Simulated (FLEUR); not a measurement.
Here is a FLEUR MaX-R8.1 (later development tree) calculation.

File inp.xml:

```xml
<?xml version="1.0" encoding="UTF-8" standalone="no"?>
<fleurInput fleurInputVersion="0.39">
   <comment>
      HgSe                                                                                                
   </comment>
   <calculationSetup>
      <cutoffs Kmax="4.26" Gmax="13.2" GmaxXC="13.2" numbands="0"/>
      <scfLoop itmax="60" minDistance="0.00001" maxIterBroyd="15" imix="Anderson" alpha="0.05" precondParam="0.0" spinf="2.0" sdNocoIR="T"/>
      <coreElectrons ctail="T" frcor="F" kcrel="0" coretail_lmax="0"/>
      <xcFunctional name="mjw" relativisticCorrections="F"/>
      <magnetism jspins="1"/>
      <soc l_soc="F" theta="0.0" phi="0.0" spav="F"/>
      <expertModes spex="0" secvar="F"/>
      <geometryOptimization l_f="F" forcealpha="1.0" forcemix="BFGS" epsdisp="0.00001" epsforce="0.00001"/>
      <ldaU l_linMix="F" mixParam="0.05" spinf="1.0"/>
   </calculationSetup>
   <cell>
      <bzIntegration valenceElectrons="36.0" mode="hist" fermiSmearingEnergy="0.00183747">
         <kPointListSelection listName="default-1"/>
         <!-- k-points included here -->
         <xi:include xmlns:xi="http://www.w3.org/2001/XInclude" href="kpts.xml"> </xi:include>
      </bzIntegration>
      <!-- symmetry operations included here -->
      <xi:include xmlns:xi="http://www.w3.org/2001/XInclude" href="sym.xml"> </xi:include>
      <bulkLattice scale="1.0">
         <bravaisMatrix>
            <row-1>    0.0000000000000000     5.7428776926594001     5.7428776926594001</row-1>
            <row-2>    5.7428776926594001     0.0000000000000000     5.7428776926594001</row-2>
            <row-3>    5.7428776926594001     5.7428776926594001     0.0000000000000000</row-3>
         </bravaisMatrix>
      </bulkLattice>
   </cell>
   <atomSpecies>
      <species name="Mercury (Hg)" element="Hg" atomicNumber="80">
         <mtSphere radius="2.3" gridPoints="761" logIncrement="0.017"/>
         <atomicCutoffs lmax="9" lnonsphr="7"/>
         <electronConfig flipSpins="F">
            <coreConfig>(1s1/2) (2s1/2) (2p1/2) (2p3/2) (3s1/2) (3p1/2) (3p3/2) (4s1/2) (3d3/2) (3d5/2) (4p1/2) (4p3/2) (4d3/2) (4d5/2) (4f5/2) (4f7/2)</coreConfig>
            <valenceConfig>(5s1/2) (5p1/2) (5p3/2) (6s1/2) (5d3/2) (5d5/2)</valenceConfig>
         </electronConfig>
         <energyParameters s="6" p="6" d="5" f="5"/>
         <lo type="SCLO" l="0" n="5" eDeriv="0"/>
         <lo type="SCLO" l="1" n="5" eDeriv="0"/>
         <lo type="SCLO" l="1" n="5" eDeriv="1"/>
         <lo type="SCLO" l="2" n="5" eDeriv="2"/>
         <lo type="SCLO" l="3" n="5" eDeriv="2"/>
      </species>
      <species name="Selenium (Se)" element="Se" atomicNumber="34">
         <mtSphere radius="2.3" gridPoints="761" logIncrement="0.016"/>
         <atomicCutoffs lmax="9" lnonsphr="7"/>
         <electronConfig flipSpins="F">
            <coreConfig>(1s1/2) (2s1/2) (2p1/2) (2p3/2) (3s1/2) (3p1/2) (3p3/2)</coreConfig>
            <valenceConfig>(3d3/2) (3d5/2) (4s1/2) (4p1/2) (4p3/2)</valenceConfig>
            <stateOccupation state="(4p1/2)" spinUp="0.666667" spinDown="0.666667"/>
            <stateOccupation state="(4p3/2)" spinUp="1.333333" spinDown="1.333333"/>
         </electronConfig>
         <energyParameters s="4" p="4" d="4" f="4"/>
         <lo type="SCLO" l="2" n="3" eDeriv="0"/>
         <lo type="SCLO" l="0" n="4" eDeriv="2"/>
         <lo type="SCLO" l="1" n="4" eDeriv="2"/>
         <lo type="SCLO" l="3" n="4" eDeriv="2"/>
      </species>
   </atomSpecies>
   <atomGroups>
      <atomGroup species="Mercury (Hg)">
         <relPos label="                   1">.0000000000 .0000000000 .0000000000</relPos>
         <force calculate="T" relaxXYZ="TTT"/>
      </atomGroup>
      <atomGroup species="Selenium (Se)">
         <relPos label="                   2">-1.000/4.000 -1.000/4.000 -1.000/4.000</relPos>
         <force calculate="T" relaxXYZ="TTT"/>
      </atomGroup>
   </atomGroups>
   <output dos="F" band="F" slice="F">
      <checks vchk="F" cdinf="F"/>
      <bandDOS minEnergy="-.5*Htr" maxEnergy="0.5*Htr" sigma="0.015" storeEVData="T"/>
      <vacuumDOS vacdos="F" integ="F" star="F" nstars="0" locx1="0.0" locy1="0.0" locx2="0.0" locy2="0.0" nstm="0" tworkf="0.0"/>
      <unfoldingBand unfoldBand="F" supercellX="1" supercellY="1" supercellZ="1"/>
      <plotting iplot="0" polar="F">
         <plot TwoD="T" vec1="  1.0  0.0  0.0" vec2="  0.0  1.0  0.0" vec3="  0.0  0.0  1.0" zero="  0.0  0.0  0.0" file="plot"/>
      </plotting>
      <chargeDensitySlicing numkpt="0" minEigenval="0.0" maxEigenval="0.0" nnne="0" pallst="F"/>
      <specialOutput eonly="F"/>
      <moessbauerParams electricFieldGradient="T" isomerShift="T" coreHyperfine="T" valenceHyperfine="T"/>
      <magneticCircularDichroism mcd="F" energyLo="-10.0" energyUp="0.0"/>
   </output>
  <!-- We include the file relax.xml here to enable relaxations (see documentation) -->
  <xi:include xmlns:xi="http://www.w3.org/2001/XInclude" href="relax.xml"> <xi:fallback/> </xi:include>
</fleurInput>
```

Contents of crystal.txt:

```
HgSe
&input cartesian=F /
0.0000000000  3.0390000000  3.0390000000
3.0390000000  0.0000000000  3.0390000000
3.0390000000  3.0390000000  0.0000000000
1.8897261246
1.0 1.0 1.0

2
80 0.0000000000  0.0000000000  0.0000000000
34 0.7500000000  0.7500000000  0.7500000000

&kpt div1=8 div2=8 div3=8 gamma=T /
```

The input inp.xml (bands):

```
<?xml version="1.0" encoding="UTF-8" standalone="no"?>
<fleurInput fleurInputVersion="0.39">
   <comment>
      HgSe                                                                                                
   </comment>
   <calculationSetup>
      <cutoffs Kmax="4.26" Gmax="13.2" GmaxXC="13.2" numbands="0"/>
      <scfLoop itmax="60" minDistance="0.00001" maxIterBroyd="15" imix="Anderson" alpha="0.05" precondParam="0.0" spinf="2.0" sdNocoIR="T"/>
      <coreElectrons ctail="T" frcor="F" kcrel="0" coretail_lmax="0"/>
      <xcFunctional name="mjw" relativisticCorrections="F"/>
      <magnetism jspins="1"/>
      <soc l_soc="F" theta="0.0" phi="0.0" spav="F"/>
      <expertModes spex="0" secvar="F"/>
      <geometryOptimization l_f="F" forcealpha="1.0" forcemix="BFGS" epsdisp="0.00001" epsforce="0.00001"/>
      <ldaU l_linMix="F" mixParam="0.05" spinf="1.0"/>
   </calculationSetup>
   <cell>
      <bzIntegration valenceElectrons="36.0" mode="hist" fermiSmearingEnergy="0.00183747">
         <kPointListSelection listName="path-1"/>
         <!-- k-points included here -->
         <xi:include xmlns:xi="http://www.w3.org/2001/XInclude" href="kpts.xml"> </xi:include>
      </bzIntegration>
      <!-- symmetry operations included here -->
      <xi:include xmlns:xi="http://www.w3.org/2001/XInclude" href="sym.xml"> </xi:include>
      <bulkLattice scale="1.0">
         <bravaisMatrix>
            <row-1>    0.0000000000000000     5.7428776926594001     5.7428776926594001</row-1>
            <row-2>    5.7428776926594001     0.0000000000000000     5.7428776926594001</row-2>
            <row-3>    5.7428776926594001     5.7428776926594001     0.0000000000000000</row-3>
         </bravaisMatrix>
      </bulkLattice>
   </cell>
   <atomSpecies>
      <species name="Mercury (Hg)" element="Hg" atomicNumber="80">
         <mtSphere radius="2.3" gridPoints="761" logIncrement="0.017"/>
         <atomicCutoffs lmax="9" lnonsphr="7"/>
         <electronConfig flipSpins="F">
            <coreConfig>(1s1/2) (2s1/2) (2p1/2) (2p3/2) (3s1/2) (3p1/2) (3p3/2) (4s1/2) (3d3/2) (3d5/2) (4p1/2) (4p3/2) (4d3/2) (4d5/2) (4f5/2) (4f7/2)</coreConfig>
            <valenceConfig>(5s1/2) (5p1/2) (5p3/2) (6s1/2) (5d3/2) (5d5/2)</valenceConfig>
         </electronConfig>
         <energyParameters s="6" p="6" d="5" f="5"/>
         <lo type="SCLO" l="0" n="5" eDeriv="0"/>
         <lo type="SCLO" l="1" n="5" eDeriv="0"/>
         <lo type="SCLO" l="1" n="5" eDeriv="1"/>
         <lo type="SCLO" l="2" n="5" eDeriv="2"/>
         <lo type="SCLO" l="3" n="5" eDeriv="2"/>
      </species>
      <species name="Selenium (Se)" element="Se" atomicNumber="34">
         <mtSphere radius="2.3" gridPoints="761" logIncrement="0.016"/>
         <atomicCutoffs lmax="9" lnonsphr="7"/>
         <electronConfig flipSpins="F">
            <coreConfig>(1s1/2) (2s1/2) (2p1/2) (2p3/2) (3s1/2) (3p1/2) (3p3/2)</coreConfig>
            <valenceConfig>(3d3/2) (3d5/2) (4s1/2) (4p1/2) (4p3/2)</valenceConfig>
            <stateOccupation state="(4p1/2)" spinUp="0.666667" spinDown="0.666667"/>
            <stateOccupation state="(4p3/2)" spinUp="1.333333" spinDown="1.333333"/>
         </electronConfig>
         <energyParameters s="4" p="4" d="4" f="4"/>
         <lo type="SCLO" l="2" n="3" eDeriv="0"/>
         <lo type="SCLO" l="0" n="4" eDeriv="2"/>
         <lo type="SCLO" l="1" n="4" eDeriv="2"/>
         <lo type="SCLO" l="3" n="4" eDeriv="2"/>
      </species>
   </atomSpecies>
   <atomGroups>
      <atomGroup species="Mercury (Hg)">
         <relPos label="                   1">.0000000000 .0000000000 .0000000000</relPos>
         <force calculate="T" relaxXYZ="TTT"/>
      </atomGroup>
      <atomGroup species="Selenium (Se)">
         <relPos label="                   2">-1.000/4.000 -1.000/4.000 -1.000/4.000</relPos>
         <force calculate="T" relaxXYZ="TTT"/>
      </atomGroup>
   </atomGroups>
   <output dos="F" band="T" slice="F">
      <checks vchk="F" cdinf="F"/>
      <bandDOS minEnergy="-.5*Htr" maxEnergy="0.5*Htr" sigma="0.015" storeEVData="T"/>
      <vacuumDOS vacdos="F" integ="F" star="F" nstars="0" locx1="0.0" locy1="0.0" locx2="0.0" locy2="0.0" nstm="0" tworkf="0.0"/>
      <unfoldingBand unfoldBand="F" supercellX="1" supercellY="1" supercellZ="1"/>
      <plotting iplot="0" polar="F">
         <plot TwoD="T" vec1="  1.0  0.0  0.0" vec2="  0.0  1.0  0.0" vec3="  0.0  0.0  1.0" zero="  0.0  0.0  0.0" file="plot"/>
      </plotting>
      <chargeDensitySlicing numkpt="0" minEigenval="0.0" maxEigenval="0.0" nnne="0" pallst="F"/>
      <specialOutput eonly="F"/>
      <moessbauerParams electricFieldGradient="T" isomerShift="T" coreHyperfine="T" valenceHyperfine="T"/>
      <magneticCircularDichroism mcd="F" energyLo="-10.0" energyUp="0.0"/>
   </output>
  <!-- We include the file relax.xml here to enable relaxations (see documentation) -->
  <xi:include xmlns:xi="http://www.w3.org/2001/XInclude" href="relax.xml"> <xi:fallback/> </xi:include>
</fleurInput>
```

Potentials or basis: all-electron, FLAPW.

Run with:

```console
$ inpgen -f crystal.txt -profile fastHighL
$ # inp.xml edited to the form shown
$ fleur_MPI
$ fleur_MPI   # second run, on inp.xml (bands)
```

Problem. Estimate the band gap along the path.

Solution. None (metal or under the smearing width).

Core levels (eV from the Fermi level):
| atom | levels |
| --- | --- |
| 1 Hg | 1s1/2 -82979.4, 2s1/2 -14693.2, 2p1/2 -14099.4, 2p3/2 -12153.3, 3s1/2 -3483.4, 3p1/2 -3215.8, 3p3/2 -2784.8, 4s1/2 -762.5, 3d3/2 -2341.0, 3d5/2 -2248.6, 4p1/2 -647.9, 4p3/2 -543.6, 4d3/2 -356.1, 4d5/2 -336.6, 4f5/2 -95.0, 4f7/2 -90.8 |
| 2 Se | 1s1/2 -12473.5, 2s1/2 -1598.1, 2p1/2 -1434.5, 2p3/2 -1392.8, 3s1/2 -206.8, 3p1/2 -150.9, 3p3/2 -145.0 |

Caveat: spin-orbit coupling is left out, which moves the levels of the heavy elements.
